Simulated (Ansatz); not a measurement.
Crystal: TePb.

```
CELL_PARAMETERS angstrom
0.00000 3.23100 3.23100
3.23100 0.00000 3.23100
3.23100 3.23100 0.00000
ATOMIC_POSITIONS crystal
Pb 0.00000 0.00000 0.00000
Te 0.50000 0.50000 0.50000
```

| Quantity | Value |
| --- | --- |
| Program | Ansatz 0.2.0 |
| Task | relaxation of cell and atoms |
| Functional | LDA |
| Potentials or basis | Ansatz PAW |
| Cutoff | 420 eV (not typed: the program's choice for these potentials) |
| k mesh | 7 × 7 × 7 |
| Occupations | fermi-dirac, width 0.05 eV |
| Spin | no spin polarisation |

At the start: volume 33.73 Å³/atom.

Problem. How do energy, volume and symmetry change on relaxing?

Solution. It ends after 4 steps and the volume is 32.48 Å³/atom (-3.7 %); space group Fm-3m (No. 225, to 0.05 Å).

Step by step:
```tsv
step	energy change (eV)	largest force (eV/Å)	volume (Å³)
1	0.0000	0.0000	67.46
2	-0.0132	0.0000	64.02
3	-0.0148	0.0000	64.95
4	-0.0144	0.0000	64.95
```

Final structure:
```cif
data_structure
_symmetry_space_group_name_H-M 'P 1'
_symmetry_Int_Tables_number 1
_cell_length_a 4.5120
_cell_length_b 4.5120
_cell_length_c 4.5120
_cell_angle_alpha 60.000
_cell_angle_beta 60.000
_cell_angle_gamma 60.000
_cell_volume 64.95
loop_
_atom_site_label
_atom_site_type_symbol
_atom_site_fract_x
_atom_site_fract_y
_atom_site_fract_z
_atom_site_occupancy
Pb1 Pb 0.00000 0.00000 0.00000 1
Te1 Te 0.50000 0.50000 0.50000 1
```

Caveat: the plane-wave basis is chosen anew once the cell has moved, so the energies of steps on either side of that aren't comparable; the PAW data sets come from PBE, with cores solved anew for the run's functional, which leaves a small shift of forces and pressure.
